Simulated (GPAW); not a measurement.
Crystal: NaCl.

```
Cl Na
1.0
     3.95140    0.00000    0.00000
     1.97570    3.42201    0.00000
     1.97570    1.14067    3.22631
Cl Na
1 1
Direct
  0.50000 0.50000 0.50000
  0.00000 0.00000 0.00000
```

The cell is a database's computed one.

Base run:

- Program: GPAW 26.7.0
- Functional: PBE
- Potentials or basis: GPAW PAW data sets (gpaw-data 1.2.1)
- Cutoff: 800 eV
- Basis: pw
- k mesh: 7 × 7 × 7
- Occupations: fermi-dirac, width 0.05 eV
- Spin: no spin polarisation

Its results: band gap on the k mesh 5.22 eV, direct.

Question: The run is repeated on the same cell with these changes: functional from PBE to PBEsol0; cutoff from 800 eV to 600 eV; k mesh from 7 × 7 × 7 to 4 × 4 × 4. What comes out?

Answer: Band gap on the k mesh 7.18 eV, direct.

Several settings changed at once, so the effect can't be laid on one alone.

Caveats: some runs use coarse meshes; exact exchange converges slowly with the k mesh, and this mesh is small (some runs).
